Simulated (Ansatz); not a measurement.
Rb under changes of volume

One of the cells (88.043 Å³/atom); the others are scaled copies at fixed shape and fractional positions:

```xyz
1
Lattice="-2.8025 2.8025 2.8025 2.8025 -2.8025 2.8025 2.8025 2.8025 -2.8025" Properties=species:S:1:pos:R:3 pbc="T T T"
Rb    0.0000    0.0000    0.0000
```

| Item | Value |
| --- | --- |
| Program | Ansatz 0.2.0 |
| Functional | RPBE-LYP |
| Potentials or basis | all-electron LAPW, scalar-relativistic |
| Cutoff | 57 eV (chosen from the basis error) |
| Basis error allowed | 0.0005 eV/atom |
| k mesh | 7 × 7 × 7 |
| Occupations | fermi-dirac, width 0.01 eV |
| Spin | no spin polarisation |

| volume (Å³/atom) | energy over the lowest point (meV/atom) | pressure (GPa) |
| --- | --- | --- |
| 82.761 | ? | ? |
| 84.522 | 20.70 | 0.6 |
| 86.283 | 14.93 | 0.5 |
| 88.043 | 10.04 | 0.4 |
| 89.804 | 5.98 | 0.3 |
| 91.565 | 2.65 | 0.3 |
| 93.326 | 0.00 | 0.2 |

**Question.** What does the run at 82.761 Å³/atom give?

**Answer.** Energy over the lowest point 27.45 meV/atom; pressure 0.7 GPa.

Worked out: A Birch-Murnaghan fit of order 3 (a polynomial in V^(-2/3)) to the other rows has no minimum within the range. It gives 27.46 meV/atom at 82.761 Å³/atom, against the run's 27.45, and -dE/dV = 0.7 GPa, against 0.7.

Energies are extrapolated to zero smearing.

The runs don't all hold the same shells in valence.
